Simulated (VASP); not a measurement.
**Zr: single point with PBEsol**

Crystal: Zr.

```
CELL_PARAMETERS angstrom
0.04228 2.25500 2.25500
2.25500 0.04228 2.25500
2.29728 2.29728 0.00000
ATOMIC_POSITIONS crystal
Zr 0.00000 0.00000 0.00000
```

The cell isn't the ideal one: strain +0.0375 x Voigt [0, 0, 0, 0, 0, 1], atoms carried along.

```
Program                : VASP 6.6.1
Task                   : single point
Functional             : PBEsol
Potentials or basis    : VASP PAW PBE potentials, release 64 (Zr_sv)
Cutoff                 : 520 eV
k mesh                 : 18 × 18 × 18
Occupations            : gaussian, width 0.15 eV
Spin                   : no spin polarisation
Dipole correction      : no
Further INCAR settings : ALGO = Fast; EDIFF = 1e-06; NBANDS = 12
```

```yaml
Pressure: -2.6 GPa
Band_gap_on_the_k_mesh: none (metal or under the smearing width)
```

Stress tensor (GPa, compression positive):
```
-2.59 -1.83  0.00
-1.83 -2.59  0.00
 0.00  0.00 -2.76
```

Levels at points of the mesh, in eV from the Fermi level:
| k point | band 4 | band 5 | band 6 | band 7 | band 8 | band 9 |
| --- | --- | --- | --- | --- | --- | --- |
| (0.00, 0.00, 0.00) | -26.05 | -5.59 | 0.73 | 0.95 | 1.25 | 3.46 |
| (0.50, 0.00, 0.00) | -26.23 | -2.97 | 0.54 | 0.94 | 1.33 | 5.19 |
| (0.50, 0.50, 0.00) | -26.39 | -3.04 | -2.24 | 3.08 | 5.29 | 5.82 |
| (0.00, 0.00, 0.50) | -26.18 | -3.00 | 0.64 | 1.03 | 1.06 | 5.08 |
| (0.50, 0.00, 0.50) | -26.45 | -3.04 | -2.23 | 3.09 | 5.23 | 5.80 |

Wall time 3.8 min on 1 thread of AMD EPYC 9R45 96-Core Processor (Zen 5), with other jobs on the host, peak memory 0.3 GiB.

Caveat: the PAW data sets were made with another functional, which shifts forces and pressure a little.
